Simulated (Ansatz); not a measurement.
Computed energy over volume and axial ratio: ZnTe (zinc blende)

ZnTe (zinc blende)

Space group F-43m (No. 216); a = 6.066 Å, b = 6.066 Å, c = 6.066 Å, α = 90.00°, β = 90.00°, γ = 90.00°

```tsv
atom	site	symmetry	x	y	z
Te	4c	-43m	0.2500	0.2500	0.2500
Zn	4a	-43m	0.0000	0.0000	0.0000
```
(The calculation used a cell of 2 atoms; values per cell refer to that cell.)

Two coordinates are scanned: the volume, and the ratio of the stretch along z (the conventional c axis) to the stretch across it. Atoms keep their fractional coordinates.

Calculation: PBEsol (plane waves to 420 eV, PAW, scalar-relativistic; Ansatz, a first-principles code). k mesh 9×9×9 (Γ-centred), Fermi-Dirac smearing 0.05 eV. Energies are smeared free energies. Stress and pressure are positive under compression. Spin-orbit coupling is left out, though Te is heavy. The PAW data are Ansatz's earlier set. ZnTe was relaxed with its symmetry unable to fall. The zero of ΔE is the relaxed starting cell.

ΔE (meV/atom), with V/V₀ across and (c/a)/(c/a)₀ down:

```csv
(c/a)/(c/a)₀ \ V/V₀,0.960,0.980,1.000,1.020,1.040
0.960,10.3,4.6,2.9,4.6,9.5
0.980,8.3,2.5,0.7,2.4,7.2
1.000,7.6,1.8,0.0,1.7,6.5
1.020,8.3,2.6,0.7,2.4,7.2
1.040,10.4,4.7,2.9,4.7,9.6
```

σxx (GPa), with V/V₀ across and (c/a)/(c/a)₀ down:

```tsv
(c/a)/(c/a)₀ \ V/V₀	0.960	0.980	1.000	1.020	1.040
0.960	1.86	0.66	-0.41	-1.37	-2.22
0.980	2.06	0.86	-0.20	-1.16	-2.01
1.000	2.27	1.07	0.00	-0.95	-1.80
1.020	2.47	1.28	0.21	-0.74	-1.59
1.040	2.68	1.49	0.43	-0.52	-1.37
```

Key numbers:

| Item | Value |
|---|---|
| Shear modulus C′ = (C11 − C12)/2 (fit, atoms clamped) | 15.7 GPa |
| Lowest place on the grid | V/V₀ = 1.000, (c/a)/(c/a)₀ = 1.000 (0.0 meV/atom) |
| Highest place on the grid | V/V₀ = 0.960, (c/a)/(c/a)₀ = 1.040 (10.4 meV/atom) |

(Under strain, the slope of the energy per volume gives the stress and its curvature an elastic modulus.)
